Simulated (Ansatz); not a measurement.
# BP: a single-point run

Wanted: a converged single-point run for BP, and a check of what comes out. The structure is shown as the input types it.

Computed with Ansatz 0.2.0 (density functional or hybrid calculation with the settings of its input, plane waves (as first typed), unless a step's input says otherwise).

2 further runs of the same task are left out: 2 that didn't finish.

**1. The structure to begin with**

Symmetry: F-43m, No. 216, cubic system. The conventional cell has a = 4.537 Å, b = 4.537 Å, c = 4.537 Å, α = 90.00°, β = 90.00°, γ = 90.00°. B (site symmetry -43m) has 4 P at 1.96 Å as nearest neighbours. P (site symmetry -43m) has 4 B at 1.96 Å as nearest neighbours.

Structure file:

```xyz
2
Lattice="0.0000 2.2683 2.2683 2.2683 0.0000 2.2683 2.2683 2.2683 0.0000" Properties=species:S:1:pos:R:3 pbc="T T T"
B     0.0000    0.0000    0.0000
P     1.1342    1.1342    1.1342
```

**2. Input and run**

File input.yaml:

```yaml
crystal:
  lattice:
    - [0.0, 2.2683155501, 2.2683155501]
    - [2.2683155501, 0.0, 2.2683155501]
    - [2.2683155501, 2.2683155501, 0.0]
  atoms:
    - { symbol: B, position: [0.0, 0.0, 0.0] }
    - { symbol: P, position: [0.25, 0.25, 0.25] }
kpoints:
  mp_grid: { grid: [6, 6, 6] }
hamiltonian:
  xc: pbe
scf:
  occupations: { method: fixed }
  n_extra_bands: 4
  mixing: { beta: 0.005 }
  max_iter: 52
output:
  forces: true
  stress: true
  eigenvalues: true
```

Command:

```bash
$ ansatz run input.yaml --threads 4 --pin off --max-ram 3686MiB --backend cpu --events-out ev --progress --plain --runs-dir out
```

**Question.** How will this run end, and is anything wrong with its input?

The program finished normally. Convergence says nothing about whether the input makes sense.

Look at the input: scf.mixing.beta is 0.005. What could go wrong: mixing too weak. Here it converged all the same; such a setting changes the road, not the converged state.

To check: delete scf.mixing.beta (the default then holds).
